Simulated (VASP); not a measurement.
# Sn (Fd-3m) in VASP: band structure with PBE

Aim: the band structure of Sn with PBE.

All numbers are computed with VASP 6.6.1; they aren't measurements. Logs are shortened: lines on timing, memory, paths and dates and some standing lists are left out, and cuts for length are marked.

## Step 1: The crystal as given

The structure is cubic, space group Fd-3m (No. 227). The conventional cell has a = 6.652 Å, b = 6.652 Å, c = 6.652 Å, α = 90.00°, β = 90.00°, γ = 90.00°. Around Sn (site symmetry -43m) lie 4 Sn at 2.88 Å.

This isn't the form of Sn at room conditions, which is tetragonal (white tin).

## Step 2: Band structure, PBE

File POSCAR:

```
Sn                                      
1.0
    0.0000000000      3.3259901483      3.3259901483
    3.3259901483      0.0000000000      3.3259901483
    3.3259901483      3.3259901483      0.0000000000
  Sn            
     2
Direct
     0.0000000000000000    0.0000000000000000    0.0000000000000000
     0.2500000000000000    0.2500000000000000    0.2500000000000000
```

File INCAR.step1:

```
  PREC = Accurate
  ENCUT = 520
  EDIFF = 1E-7
  ISMEAR = 0
  SIGMA = 0.02
  LREAL = F
  LASPH = T
  NELM = 60
  ALGO = Normal
  ISIF = 2
  LWAVE = F
  LCHARG = T
  GGA = PE
  NBANDS = 11
```

File KPOINTS.step1:

```
Automatic mesh
0
Gamma
  8 8 8
```

File INCAR.step2:

```
  PREC = Accurate
  ENCUT = 520
  EDIFF = 1E-7
  ISMEAR = 0
  SIGMA = 0.05
  LREAL = F
  LASPH = T
  NELM = 60
  ALGO = Normal
  ISIF = 2
  LWAVE = F
  LCHARG = F
  GGA = PE
  NBANDS = 11
  ICHARG = 11
```

File KPOINTS.step2:

```
path GXWKGLUWLK,UX
15
line-mode
reciprocal
 0.0000000000  0.0000000000  0.0000000000  G
 0.5000000000  0.0000000000  0.5000000000  X

 0.5000000000  0.0000000000  0.5000000000  X
 0.5000000000  0.2500000000  0.7500000000  W

 0.5000000000  0.2500000000  0.7500000000  W
 0.3750000000  0.3750000000  0.7500000000  K

 0.3750000000  0.3750000000  0.7500000000  K
 0.0000000000  0.0000000000  0.0000000000  G

 0.0000000000  0.0000000000  0.0000000000  G
 0.5000000000  0.5000000000  0.5000000000  L

 0.5000000000  0.5000000000  0.5000000000  L
 0.6250000000  0.2500000000  0.6250000000  U

 0.6250000000  0.2500000000  0.6250000000  U
 0.5000000000  0.2500000000  0.7500000000  W

 0.5000000000  0.2500000000  0.7500000000  W
 0.5000000000  0.5000000000  0.5000000000  L

 0.5000000000  0.5000000000  0.5000000000  L
 0.3750000000  0.3750000000  0.7500000000  K

 0.6250000000  0.2500000000  0.6250000000  U
 0.5000000000  0.0000000000  0.5000000000  X
```

Potentials or basis: VASP PAW PBE potentials, release 64 (Sn).

Started as:

```sh
> cat potpaw_PBE.64/Sn/POTCAR > POTCAR
> cp INCAR.step1 INCAR
> cp KPOINTS.step1 KPOINTS
> mpirun -np 1 vasp_std > vasp.out
> cp INCAR.step2 INCAR
> cp KPOINTS.step2 KPOINTS
> mpirun -np 1 vasp_std > vasp.out
```

OUTCAR:

```text
PREC = Accurate
   ENCUT = 520
   EDIFF = 1E-7
   ISMEAR = 0
   LREAL = F
   LASPH = T
   NELM = 60
   ISIF = 2
   GGA = PE
   ICHARG = 11

 ion  position               nearest neighbor table
   1  0.000  0.000  0.000-   2 2.88   2 2.88   2 2.88   2 2.88
   2  0.250  0.250  0.250-   1 2.88   1 2.88   1 2.88   1 2.88

  LATTYP: Found a face centered cubic cell.
 ALAT       =     6.6519802966

  Lattice vectors:

 A1 = (   0.0000000000,   3.3259901483,   3.3259901483)
 A2 = (   3.3259901483,   0.0000000000,   3.3259901483)
 A3 = (   3.3259901483,   3.3259901483,   0.0000000000)

Analysis of symmetry for initial positions (statically):
=====================================================================
 Subroutine PRICEL returns:
 Original cell was already a primitive cell.

 Routine SETGRP: Setting up the symmetry group for a
 face centered cubic supercell.

 Subroutine GETGRP returns: Found 48 space group operations
 (whereof 24 operations were pure point group operations)
 out of a pool of 48 trial point group operations.

The static configuration has the point symmetry T_d .
 The point group associated with its full space group is O_h .

Analysis of symmetry for dynamics (positions and initial velocities):
=====================================================================
 Subroutine PRICEL returns:
 Original cell was already a primitive cell.

 Routine SETGRP: Setting up the symmetry group for a
 face centered cubic supercell.

 Subroutine GETGRP returns: Found 48 space group operations
 (whereof 24 operations were pure point group operations)
 out of a pool of 48 trial point group operations.

The dynamic configuration has the point symmetry T_d .
 The point group associated with its full space group is O_h .

 Subroutine INISYM returns: Found 48 space group operations
 (whereof 24 operations are pure point group operations),
 and found     1 'primitive' translations

----------------------------------------------------------------------------------------

                                     Primitive cell

  volume of cell :      73.5856

  direct lattice vectors                    reciprocal lattice vectors
     0.000000000  3.325990148  3.325990148    -0.150331173  0.150331173  0.150331173
     3.325990148  0.000000000  3.325990148     0.150331173 -0.150331173  0.150331173
     3.325990148  3.325990148  0.000000000     0.150331173  0.150331173 -0.150331173

  length of vectors
     4.703660376  4.703660376  4.703660376     0.260381229  0.260381229  0.260381229

  position of ions in fractional coordinates (direct lattice)
     0.000000000  0.000000000  0.000000000
     0.250000000  0.250000000  0.250000000

  ion indices of the primitive-cell ions
   primitive index   ion index
                 1           1
                 2           2

----------------------------------------------------------------------------------------

 KPOINTS: path GXWKGLUWLK,UX

Interpolating k-points between supplied coordinates.

 Line segments in fractional coordinates (reciprocal lattice):
    0.000000  0.000000  0.000000  ...  0.500000  0.000000  0.500000
    0.500000  0.000000  0.500000  ...  0.500000  0.250000  0.750000
    0.500000  0.250000  0.750000  ...  0.375000  0.375000  0.750000
    0.375000  0.375000  0.750000  ...  0.000000  0.000000  0.000000
    0.000000  0.000000  0.000000  ...  0.500000  0.500000  0.500000
    0.500000  0.500000  0.500000  ...  0.625000  0.250000  0.625000
    0.625000  0.250000  0.625000  ...  0.500000  0.250000  0.750000
    0.500000  0.250000  0.750000  ...  0.500000  0.500000  0.500000
    0.500000  0.500000  0.500000  ...  0.375000  0.375000  0.750000
    0.625000  0.250000  0.625000  ...  0.500000  0.000000  0.500000

 Generated    15 points on each line segment, for a total of    150 k-points:

 Following reciprocal coordinates:
            Coordinates               Weight
  0.000000  0.000000  0.000000      0.006667
  0.035714  0.000000  0.035714      0.006667
  0.071429  0.000000  0.071429      0.006667
  0.107143  0.000000  0.107143      0.006667
  0.142857  0.000000  0.142857      0.006667
  0.178571  0.000000  0.178571      0.006667
[... 16 lines left out ...]
  0.500000  0.125000  0.625000      0.006667
  0.500000  0.142857  0.642857      0.006667
 [... further k-points ...]
   k-points           NKPTS =    150   k-points in BZ     NKDIM =    150   number of bands    NBANDS=     11
   number of dos      NEDOS =    301   number of ions     NIONS =      2
   total plane-waves  NPLWV =  46656
   dimension x,y,z NGX =    36 NGY =   36 NGZ =   36
   dimension x,y,z NGXF=    72 NGYF=   72 NGZF=   72
   ions per type =               2
   NGX,Y,Z   is equivalent  to a cutoff of  12.72, 12.72, 12.72 a.u.
   NGXF,Y,Z  is equivalent  to a cutoff of  25.45, 25.45, 25.45 a.u.
 SYSTEM =  unknown system
   PREC   = accura    normal or accurate (medium, high low for compatibility)
   ISTART =      0    job   : 0-new  1-cont  2-samecut
   ICHARG =     11    charge: 1-file 2-atom 10-const
   ISPIN  =      1    spin polarized calculation?
   LNONCOLLINEAR =      F non collinear calculations
   LSORBIT =      F    spin-orbit coupling
   LASPH  =      T    aspherical Exc in radial PAW
   ENCUT  =  520.0 eV  38.22 Ry    6.18 a.u.   8.75  8.75  8.75*2*pi/ulx,y,z
   NELM   =     60;   NELMIN=  2; NELMDL=  0     # of ELM steps
   EDIFF  = 0.1E-06   stopping-criterion for ELM
   LREAL  =      F    real-space projection
   EDIFFG = 0.1E-05   stopping-criterion for IOM
   NSW    =      0    number of steps for IOM
   IBRION =     -1    ionic relax: 0-MD 1-quasi-New 2-CG
   NFREE  =      0    steps in history (QN), initial steepest desc. (CG)
   ISIF   =      2    stress and relaxation
   ISYM   =      2    0-nonsym 1-usesym 2-fastsym
   POTIM  = 0.5000    time-step for ionic-motion
   TEBEG  =    0.0;   TEEND  =   0.0 temperature during run
   PSTRESS=    0.0 pullay stress
   NELECT =       8.0000    total number of electrons
   NUPDOWN=      -1.0000    fix difference up-down
   EMIN   =  10.00;   EMAX   =-10.00  energy-range for DOS
   EFERMI =   0.00;   METHOD = LEGACY
   ISMEAR =     0;   SIGMA  =   0.05  broadening in eV -4-tet -1-fermi 0-gaus
   EFERMI_NEDOS =   21; number of points for ismear=-14 and -15
   IALGO  =     38    algorithm
   IMIX   =      4    mixing-type and parameters
     AMIX     =   0.40;   BMIX     =  1.00
     AMIX_MAG =   1.60;   BMIX_MAG =  1.00
  volume/ion in A,a.u.               =      36.79       248.29
  Fermi-wavevector in a.u.,A,eV,Ry     =   0.781341  1.476520  8.306269  0.610494
  Thomas-Fermi vector in A             =   1.884839
   LORBIT       =      0    0 simple, 1 ext, 2 COOP (PROOUT), +10 PAW based schemes
   GGA     = PE    functional components
   LHFCALC =     F    Hartree Fock is set to
   AEXX    =    0.0000 exact exchange contribution
   IVDW    =     0    specifies the selected vdW correction
   LEPSILON=     F    determine dielectric tensor
   LRPA    =     F    only Hartree local field effects (RPA)
 non-spin polarized calculation
 Gauss-broadening in eV      SIGMA  =   0.05
  energy-cutoff  :      520.00
  volume of cell :       73.59
 maximum number of plane-waves:      2006
 NGX is ok and might be reduce to    36

 number of electron       7.9999999 magnetization

 Free energy of the ion-electron system (eV)
  ---------------------------------------------------
  ext. energy  EPLUGINS =         0.00000000
  ---------------------------------------------------
  free energy    TOTEN  =        -7.78165318 eV

  energy without entropy =       -7.77948800  energy(sigma->0) =       -7.78057059

 E-fermi :   2.9271     XC(G=0):  -8.4408

 val. band max:        2.9174912657   @ k =   0.0357   0.0000   0.0357
 cond. band min:       2.9359755668   @ k =   0.0536   0.0536   0.1071
 fundamental gap:      0.0184843011
 Fermi energy:         2.9270617736

 k-point     1 :       0.0000    0.0000    0.0000
  band No.  band energies     occupation
      1      -7.2175      2.00000
      2       1.8029      2.00000
      3       2.9917      0.06772
      4       2.9917      0.06772
      5       2.9917      0.06772
      6       5.0574      0.00000
      7       5.0574      0.00000
      8       5.0574      0.00000
      9       7.8564      0.00000
     10      10.6213      0.00000
     11      10.6213      0.00000

 k-point     2 :       0.0357    0.0000    0.0357
  band No.  band energies     occupation
      1      -7.2023      2.00000
      2       1.6034      2.00000
      3       2.9175      1.21337
      4       2.9175      1.21337
      5       3.1849      0.00000
      6       5.0059      0.00000
      7       5.1511      0.00000
      8       5.1511      0.00000
      9       7.9443      0.00000
     10      10.2579      0.00000
     11      10.6349      0.00000

 k-point     3 :       0.0714    0.0000    0.0714
  band No.  band energies     occupation
      1      -7.1566      2.00000
      2       1.1887      2.00000
      3       2.7277      2.00000
      4       2.7277      2.00000
      5       3.5776      0.00000
      6       4.8693      0.00000
      7       5.3992      0.00000
      8       5.3992      0.00000
      9       8.1899      0.00000
     10       9.7204      0.00000
     11      10.6756      0.00000
[... 267 lines left out ...]
 k-point    23 :       0.5000    0.1250    0.6250
  band No.  band energies     occupation
      1      -4.3457      2.00000
      2      -4.3457      2.00000
      3       0.3870      2.00000
      4       0.3870      2.00000
      5       4.6208      0.00000
      6       4.6208      0.00000
      7       8.7851      0.00000
      8       8.7851      0.00000
      9      11.5012      0.00000
     10      11.5012      0.00000
     11      12.7347      0.00000

 k-point    24 :       0.5000    0.1429    0.6429
  band No.  band energies     occupation
      1      -4.3407      2.00000
      2      -4.3407      2.00000
      3       0.3320      2.00000
      4       0.3320      2.00000
      5       4.8377      0.00000
      6       4.8377      0.00000
      7       8.4728      0.00000
      8       8.4728      0.00000
      9      11.4963      0.00000
     10      11.4963      0.00000
     11      12.7380      0.00000

 [... further k-points ...]

------------------------ aborting loop because EDIFF is reached ----------------------------------------

  FORCE on cell =-STRESS in cart. coord.  units (eV):
  Direction    XX          YY          ZZ          XY          YZ          ZX
  --------------------------------------------------------------------------------------
  -------------------------------------------------------------------------------------
  Total        0.4611544      0.4611544      0.4611544     -0.0000000      0.0000000     -0.0000000
  in kB       10.0407023     10.0407023     10.0407023     -0.0000000      0.0000000     -0.0000000
  external PRESSURE =      10.0407023 kB  Pullay stress =       0.0000000 kB

 VOLUME and BASIS-vectors are now :
 -----------------------------------------------------------------------------
  energy-cutoff  :      520.00
  volume of cell :       73.59
      direct lattice vectors                 reciprocal lattice vectors
     0.000000000  3.325990148  3.325990148    -0.150331173  0.150331173  0.150331173
     3.325990148  0.000000000  3.325990148     0.150331173 -0.150331173  0.150331173
     3.325990148  3.325990148  0.000000000     0.150331173  0.150331173 -0.150331173

 POSITION                                       TOTAL-FORCE (eV/Angst)
 -----------------------------------------------------------------------------------
      0.00000      0.00000      0.00000        -0.000000     -0.000000     -0.000000
      1.66300      1.66300      1.66300         0.000000      0.000000      0.000000
 -----------------------------------------------------------------------------------
    total drift:                                0.000000      0.000000     -0.000000

  FREE ENERGIE OF THE ION-ELECTRON SYSTEM (eV)
  ---------------------------------------------------
  free  energy   TOTEN  =        -7.7816531845 eV

  energy  without entropy=       -7.7794879957  energy(sigma->0) =       -7.78057059
```

It took 60 s on 1 thread of Intel Xeon Platinum 8488C (Sapphire Rapids), shared host; peak memory 0.26 GiB.

What came out:

| Quantity | Value |
| --- | --- |
| Band gap along the path | none (metal or under the smearing width) |

Levels at the corners of the path, in eV from the Fermi level:
```tsv
point	band 1	band 2	band 3	band 4	band 5	band 6	band 7	band 8	band 9
Γ	-9.99	-0.97	0.22	0.22	0.22	2.28	2.28	2.28	5.08
X	-7.14	-7.14	-2.10	-2.10	1.03	1.03	7.40	7.40	8.92
X	-7.14	-7.14	-2.10	-2.10	1.03	1.03	7.40	7.40	8.92
W	-7.10	-7.10	-2.62	-2.62	3.35	3.35	4.14	4.14	8.73
W	-7.10	-7.10	-2.62	-2.62	3.35	3.35	4.14	4.14	8.73
K	-7.53	-6.69	-2.92	-1.77	1.27	3.38	5.59	5.87	6.64
K	-7.53	-6.69	-2.92	-1.77	1.27	3.38	5.59	5.87	6.64
Γ	-9.99	-0.97	0.22	0.22	0.22	2.28	2.28	2.28	5.08
Γ	-9.99	-0.97	0.22	0.22	0.22	2.28	2.28	2.28	5.08
L	-8.52	-5.90	-0.88	-0.88	0.00	3.33	3.33	5.81	8.32
L	-8.52	-5.90	-0.88	-0.88	0.00	3.33	3.33	5.81	8.32
U	-7.53	-6.69	-2.92	-1.77	1.27	3.38	5.59	5.87	6.64
U	-7.53	-6.69	-2.92	-1.77	1.27	3.38	5.59	5.87	6.64
W	-7.10	-7.10	-2.62	-2.62	3.35	3.35	4.14	4.14	8.73
W	-7.10	-7.10	-2.62	-2.62	3.35	3.35	4.14	4.14	8.73
L	-8.52	-5.90	-0.88	-0.88	0.00	3.33	3.33	5.81	8.32
L	-8.52	-5.90	-0.88	-0.88	0.00	3.33	3.33	5.81	8.32
K	-7.53	-6.69	-2.92	-1.77	1.27	3.38	5.59	5.87	6.64
U	-7.53	-6.69	-2.92	-1.77	1.27	3.38	5.59	5.87	6.64
X	-7.14	-7.14	-2.10	-2.10	1.03	1.03	7.40	7.40	8.92
```

Caveat: the log is that of the step along the path at fixed density, whose energy, stress, charges and moments have no meaning; spin-orbit coupling is left out, which moves the levels of the heavy elements.
